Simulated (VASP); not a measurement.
# SnSe (F-43m) in VASP: further runs, part 2 of 2

VASP 6.6.1.

### Step 3. Relaxation of cell and atoms, PBE (ordered vacancies on the anion sites of fluorite (F-43m, No. 216))

Contents of INCAR:

```
SYSTEM = SnSe
PREC     = Accurate       ! precision mode
ENCUT    = 600            ! plane-wave cutoff, eV
EDIFF    = 1E-6           ! SCF threshold, eV
ISMEAR   = 0              ! smearing method
SIGMA    = 0.01           ! smearing width, eV
LREAL    = .FALSE.        ! projectors in reciprocal space
LASPH    = .TRUE.         ! aspherical terms in the spheres
NELM     = 100            ! most SCF steps
ALGO     = Normal         ! electronic algorithm
ISIF     = 3              ! what is computed and relaxed
LWAVE    = .FALSE.        ! write WAVECAR
LCHARG   = .FALSE.        ! write CHGCAR
GGA      = PE             ! functional
IBRION   = 2              ! ionic algorithm
NSW      = 100            ! ionic steps
EDIFFG   = -0.01          ! ionic threshold
```

Contents of KPOINTS:

```
Automatic mesh
0
G
  10 10 10
  0 0 0
```

Contents of POSCAR:

```
SnSe
1.0
    0.0000000000      3.3859622519      3.3859622519
    3.3859622519      0.0000000000      3.3859622519
    3.3859622519      3.3859622519      0.0000000000
Sn Se
1 1
Direct
    0.0000000000      0.0000000000      0.0000000000
    0.2500000000      0.2500000000      0.2500000000
```

Potentials or basis: VASP PAW PBE potentials, release 64 (Sn_d, Se).

On the command line:

```console
$ cat potpaw_PBE.64/Sn_d/POTCAR potpaw_PBE.64/Se/POTCAR > POTCAR
$ mpirun -np 1 vasp_std > vasp.out
```

OUTCAR:

```text
SYSTEM = SnSe
   PREC = Accurate
   ENCUT = 600
   EDIFF = 1E-6
   ISMEAR = 0
   LREAL = .FALSE.
   LASPH = .TRUE.
   NELM = 100
   ISIF = 3
   GGA = PE
   IBRION = 2
   NSW = 100
   EDIFFG = -0.01

 ion  position               nearest neighbor table
   1  0.000  0.000  0.000-   2 2.93   2 2.93   2 2.93   2 2.93
   2  0.250  0.250  0.250-   1 2.93   1 2.93   1 2.93   1 2.93

  LATTYP: Found a face centered cubic cell.
 ALAT       =     6.7719245038

  Lattice vectors:

 A1 = (   0.0000000000,   3.3859622519,   3.3859622519)
 A2 = (   3.3859622519,   0.0000000000,   3.3859622519)
 A3 = (   3.3859622519,   3.3859622519,   0.0000000000)

Analysis of symmetry for initial positions (statically):
=====================================================================
 Subroutine PRICEL returns:
 Original cell was already a primitive cell.

 Routine SETGRP: Setting up the symmetry group for a
 face centered cubic supercell.

 Subroutine GETGRP returns: Found 24 space group operations
 (whereof 24 operations were pure point group operations)
 out of a pool of 48 trial point group operations.

The static configuration has the point symmetry T_d .

Analysis of symmetry for dynamics (positions and initial velocities):
=====================================================================
 Subroutine PRICEL returns:
 Original cell was already a primitive cell.

 Routine SETGRP: Setting up the symmetry group for a
 face centered cubic supercell.

 Subroutine GETGRP returns: Found 24 space group operations
 (whereof 24 operations were pure point group operations)
 out of a pool of 48 trial point group operations.

The dynamic configuration has the point symmetry T_d .

 Subroutine INISYM returns: Found 24 space group operations
 (whereof 24 operations are pure point group operations),
 and found     1 'primitive' translations

----------------------------------------------------------------------------------------

                                     Primitive cell

  volume of cell :      77.6384

  direct lattice vectors                    reciprocal lattice vectors
     0.000000000  3.385962252  3.385962252    -0.147668510  0.147668510  0.147668510
     3.385962252  0.000000000  3.385962252     0.147668510 -0.147668510  0.147668510
     3.385962252  3.385962252  0.000000000     0.147668510  0.147668510 -0.147668510

  length of vectors
     4.788473738  4.788473738  4.788473738     0.255769362  0.255769362  0.255769362

  position of ions in fractional coordinates (direct lattice)
     0.000000000  0.000000000  0.000000000
     0.250000000  0.250000000  0.250000000

  ion indices of the primitive-cell ions
   primitive index   ion index
                 1           1
                 2           2

----------------------------------------------------------------------------------------

 KPOINTS: Automatic mesh

Automatic generation of k-mesh.
 Grid dimensions read from file:
[... 106 lines left out ...]

 number of electron      20.0000002 magnetization

 Free energy of the ion-electron system (eV)
  ---------------------------------------------------
  ext. energy  EPLUGINS =         0.00000000
  ---------------------------------------------------
  free energy    TOTEN  =        -7.75497697 eV

  energy without entropy =       -7.75497697  energy(sigma->0) =       -7.75497697

------------------------ aborting loop because EDIFF is reached ----------------------------------------

  FORCE on cell =-STRESS in cart. coord.  units (eV):
  Direction    XX          YY          ZZ          XY          YZ          ZX
  --------------------------------------------------------------------------------------
  -------------------------------------------------------------------------------------
  Total        0.0642657      0.0642657      0.0642657     -0.0000000     -0.0000000     -0.0000000
  in kB        1.3262127      1.3262127      1.3262127     -0.0000000     -0.0000000     -0.0000000
  external PRESSURE =       1.3262127 kB  Pullay stress =       0.0000000 kB

 VOLUME and BASIS-vectors are now :
 -----------------------------------------------------------------------------
  energy-cutoff  :      600.00
  volume of cell :       77.64
      direct lattice vectors                 reciprocal lattice vectors
     0.000000000  3.385962252  3.385962252    -0.147668510  0.147668510  0.147668510
     3.385962252  0.000000000  3.385962252     0.147668510 -0.147668510  0.147668510
     3.385962252  3.385962252  0.000000000     0.147668510  0.147668510 -0.147668510

 POSITION                                       TOTAL-FORCE (eV/Angst)
 -----------------------------------------------------------------------------------
      0.00000      0.00000      0.00000        -0.000000     -0.000000     -0.000000
      1.69298      1.69298      1.69298         0.000000      0.000000      0.000000
 -----------------------------------------------------------------------------------
    total drift:                               -0.000000     -0.000000     -0.000000

  FREE ENERGIE OF THE ION-ELECTRON SYSTEM (eV)
  ---------------------------------------------------
  free  energy   TOTEN  =        -7.7549769655 eV

  energy  without entropy=       -7.7549769655  energy(sigma->0) =       -7.75497697

--------------------------------------- Ionic step        2  -------------------------------------------

 number of electron      20.0000003 magnetization

 Free energy of the ion-electron system (eV)
  ---------------------------------------------------
  ext. energy  EPLUGINS =         0.00000000
  ---------------------------------------------------
  free energy    TOTEN  =        -7.75510636 eV

  energy without entropy =       -7.75510636  energy(sigma->0) =       -7.75510636

 E-fermi :   2.7986     XC(G=0):  -7.7328

 val. band max:        2.7428760603   @ k =  -0.3000   0.5000   0.2000
 cond. band min:       2.8615625327   @ k =   0.5000   0.5000   0.0000
 fundamental gap:      0.1186864723
 Fermi energy:         2.7985920522

 k-point     1 :       0.0000    0.0000    0.0000
  band No.  band energies     occupation
      1     -18.9781      2.00000
      2     -18.9781      2.00000
      3     -18.9781      2.00000
      4     -18.9673      2.00000
      5     -18.9673      2.00000
      6     -10.3413      2.00000
      7      -2.5749      2.00000
      8       0.5756      2.00000
      9       0.5756      2.00000
     10       0.5756      2.00000
     11       4.2759      0.00000
     12       4.2759      0.00000
     13       4.2759      0.00000
     14       7.5950      0.00000
[... 377 lines left out ...]
      1     -18.9836      2.00000
      2     -18.9738      2.00000
      3     -18.9736      2.00000
      4     -18.9684      2.00000
      5     -18.9658      2.00000
      6      -9.8831      2.00000
      7      -4.2597      2.00000
      8      -0.5076      2.00000
      9      -0.3830      2.00000
     10       2.1208      2.00000
     11       3.1982      0.00000
     12       6.1860      0.00000
     13       6.2806      0.00000
     14       8.0159      0.00000

 [... further k-points ...]
[... 5 lines left out ...]
  --------------------------------------------------------------------------------------
  -------------------------------------------------------------------------------------
  Total        0.0059358      0.0059358      0.0059358     -0.0000000      0.0000000     -0.0000000
  in kB        0.1219248      0.1219248      0.1219248     -0.0000000      0.0000000     -0.0000000
  external PRESSURE =       0.1219248 kB  Pullay stress =       0.0000000 kB

 VOLUME and BASIS-vectors are now :
 -----------------------------------------------------------------------------
  energy-cutoff  :      600.00
  volume of cell :       78.00
      direct lattice vectors                 reciprocal lattice vectors
    -0.000000000  3.391211079  3.391211079    -0.147439952  0.147439952  0.147439952
     3.391211079 -0.000000000  3.391211079     0.147439952 -0.147439952  0.147439952
     3.391211079  3.391211079 -0.000000000     0.147439952  0.147439952 -0.147439952

 POSITION                                       TOTAL-FORCE (eV/Angst)
 -----------------------------------------------------------------------------------
      6.78242      6.78242      6.78242         0.000000      0.000000      0.000000
      1.69561      1.69561      1.69561        -0.000000     -0.000000     -0.000000
 -----------------------------------------------------------------------------------
    total drift:                               -0.000000     -0.000000     -0.000000

  FREE ENERGIE OF THE ION-ELECTRON SYSTEM (eV)
  ---------------------------------------------------
  free  energy   TOTEN  =        -7.7551063591 eV

  energy  without entropy=       -7.7551063591  energy(sigma->0) =       -7.75510636

 reached required accuracy - stopping structural energy minimisation
```

It took 83 s on 1 thread of AMD EPYC 7R43 (Zen 3), shared host; peak memory 0.25 GiB.

Results:

```yaml
Free_energy: -7.7551 eV
Relaxed_volume: 39.00 Å³/atom
Relaxed_cell: a = 4.796 Å, b = 4.796 Å, c = 4.796 Å, α = 60.00°, β = 60.00°, γ = 60.00°
Space_group_after_relaxing_to_0.05_Å: F-43m (No. 216)
Energy_gained_by_relaxing: 0.1 meV/atom
Ionic_steps: 2
Pressure_after_relaxing: 0.0 GPa
Band_gap_on_the_k_mesh: 0.12 eV, indirect (least direct gap 0.69 eV)
```

The path:
```
step  energy change (eV)  largest force (eV/Å)  pressure (GPa)  volume (Å³)
   1              0.0000                0.0000            0.13        77.64
   2             -0.0001                0.0000            0.01        78.00
```

Final structure:
```xyz
2
Lattice="0.0000 3.3912 3.3912 3.3912 0.0000 3.3912 3.3912 3.3912 0.0000" Properties=species:S:1:pos:R:3 pbc="T T T"
Sn    6.7824    6.7824    6.7824
Se    1.6956    1.6956    1.6956
```

Levels at points of the mesh, in eV from the valence-band top:
```
           k point  band 6  band 7  band 8  band 9  band 10  band 11  band 12  band 13  band 14
(0.00, 0.00, 0.00)  -13.08   -5.32   -2.17   -2.17    -2.17     1.53     1.53     1.53     4.85
(0.50, 0.00, 0.00)  -12.65   -7.06   -2.67   -2.67    -2.10     2.28     2.28     3.33     6.40
(0.50, 0.50, 0.00)  -12.49   -7.32   -3.34   -3.34    -0.57     0.12     4.30     4.30     5.61
```

Caveat: spin-orbit coupling is left out, which moves the levels of the heavy elements. A k mesh can miss the band edges.

### Step 4. Single point, PBE

Contents of INCAR:

```
SYSTEM = SnSe
ALGO = Fast ; EDIFF = 1E-7
ENCUT = 520 ; GGA = PE
ISIF = 2 ; ISMEAR = 0
LASPH = .True. ; LCHARG = .False.
LREAL = .False. ; LWAVE = .False.
NBANDS = 17 ; NELM = 100
PREC = Accurate ; SIGMA = 0.01
```

Contents of KPOINTS:

```
k-points
0
Gamma
  10 10 10
  0 0 0
```

Contents of POSCAR:

```
SnSe
1.0
    0.0000000000      3.3908386502      3.3908386502
    3.3908386502      0.0000000000      3.3908386502
    3.3908386502      3.3908386502      0.0000000000
Sn Se
1 1
Direct
    0.0000000000      0.0000000000      0.0000000000
    0.2500000000      0.2500000000      0.2500000000
```

On the command line:

```console
$ cat potpaw_PBE.64/Sn_d/POTCAR potpaw_PBE.64/Se/POTCAR > POTCAR
$ mpirun -np 1 vasp_std > vasp.out
```

Run time: 65 s. Hardware: 1 thread of AMD EPYC 7R43 (Zen 3), shared host; peak memory 0.21 GiB.

Results (log left out):

```
Free energy            : -7.7550 eV
Pressure               : 0.0 GPa
Band gap on the k mesh : 0.12 eV, indirect (least direct gap 0.68 eV)
```

Levels at points of the mesh, in eV from the valence-band top:
| k point | band 6 | band 7 | band 8 | band 9 | band 10 | band 11 | band 12 | band 13 | band 14 | band 15 |
| --- | --- | --- | --- | --- | --- | --- | --- | --- | --- | --- |
| (0.00, 0.00, 0.00) | -13.09 | -5.32 | -2.17 | -2.17 | -2.17 | 1.53 | 1.53 | 1.53 | 4.85 | 7.49 |
| (0.50, 0.00, 0.00) | -12.65 | -7.06 | -2.67 | -2.67 | -2.10 | 2.28 | 2.28 | 3.33 | 6.40 | 7.42 |
| (0.50, 0.50, 0.00) | -12.50 | -7.33 | -3.34 | -3.34 | -0.57 | 0.12 | 4.30 | 4.30 | 5.61 | 7.29 |

Caveat: spin-orbit coupling is left out, which moves the levels of the heavy elements. A k mesh can miss the band edges.

### Step 5. Summary

| task | cell | cutoff (eV) | gap on the mesh (eV) | pressure (GPa) |
| --- | --- | --- | --- | --- |
| single point | ordered vacancies on the anion sites of fluorite (F-43m, No. 216) | 520 | 0.12 | 0.0 |
| relaxation of cell and atoms | relaxed from: ordered vacancies on the anion sites of fluorite (F-43m, No. 216) | 600 | 0.12 | 0.0 |
| single point | as given | 520 | 0.12 | 0.0 |

Alike in all rows: level PBE; potentials or basis VASP PAW PBE potentials, release 64 (Sn_d, Se); no spin polarisation; k mesh 10 × 10 × 10; smearing gaussian 0.01 eV.

Caveats: spin-orbit coupling is left out, which moves the levels of the heavy elements.

Absolute energies hang on the potentials; compare differences alone.
